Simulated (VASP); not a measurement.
Crystal: In2GaAs3.

```xyz
6
Lattice="3.7018 0.0000 0.0000 0.0000 3.7018 0.0000 0.0000 0.0000 10.6847" Properties=species:S:1:pos:R:3 pbc="T T T"
In    0.0000    0.0000   10.6841
In    1.8509    1.8509    5.3592
Ga    1.8509    1.8509    1.8307
As    0.0000    0.0000    7.2089
As    0.0000    0.0000    3.4989
As    1.8509    1.8509    8.8147
```

The cell was built by a generator and needn't be a form met in nature.

| Property | Result |
| --- | --- |
| Program | VASP 6.6.1 |
| Task | relaxation of cell and atoms |
| Functional | PBE |
| Potentials or basis | VASP PAW PBE potentials, release 64 (In_d, Ga_d, As) |
| Cutoff | 520 eV |
| k mesh | 4 × 4 × 2 |
| Occupations | gaussian, width 0.15 eV |
| Spin | no spin polarisation |

At the start: pressure -4.7 GPa; volume 24.40 Å³/atom.

Problem. How do energy, volume and symmetry change on relaxing?

Solution. Over 22 steps the energy falls by 146.4 meV/atom and the volume is 23.28 Å³/atom (-4.6 %); space group P4mm (No. 99, to 0.05 Å).

The path:
```csv
step,energy change (eV),largest force (eV/Å),pressure (GPa),volume (Å³)
1,0.0000,0.7458,-4.72,146.42
2,-0.3365,0.6072,0.00,131.69
3,-0.3446,0.5655,0.96,129.61
4,-0.4679,0.6296,1.14,129.32
5,-0.6846,0.2612,2.68,127.89
6,-0.7685,0.4579,-0.20,135.81
7,-0.7726,0.6064,-1.31,139.56
8,-0.8306,0.3316,-1.04,142.78
9,-0.8337,0.3475,-1.94,143.62
10,-0.8515,0.4518,1.23,137.47
11,-0.8624,0.3063,0.21,139.85
12,-0.8622,0.3329,-0.09,140.06
13,-0.8624,0.2430,0.10,139.94
14,-0.8714,0.1659,-0.14,139.75
15,-0.8736,0.1348,-0.04,139.67
16,-0.8753,0.1166,-0.11,139.51
17,-0.8752,0.1938,-0.06,139.56
18,-0.8753,0.1069,-0.11,139.53
19,-0.8753,0.1756,0.05,139.54
20,-0.8786,0.0830,-0.20,139.67
21,-0.8784,0.1012,-0.24,139.66
22,-0.8785,0.0796,0.14,139.67
```

Final structure:
```yaml
crystal:
  lattice:
    - [3.34393, 0.00000, 0.00000]
    - [0.00000, 3.34393, 0.00000]
    - [0.00000, 0.00000, 12.49083]
  atoms:
    - { symbol: In, position: [0.00000, 0.00000, 0.99261] }
    - { symbol: In, position: [0.50000, 0.50000, 0.49794] }
    - { symbol: Ga, position: [0.50000, 0.50000, 0.18203] }
    - { symbol: As, position: [0.00000, 0.00000, 0.70438] }
    - { symbol: As, position: [0.00000, 0.00000, 0.31873] }
    - { symbol: As, position: [0.50000, 0.50000, 0.80431] }
```

Caveat: the k mesh is coarse (spacing up to 0.42 Å⁻¹), so the values aren't converged.
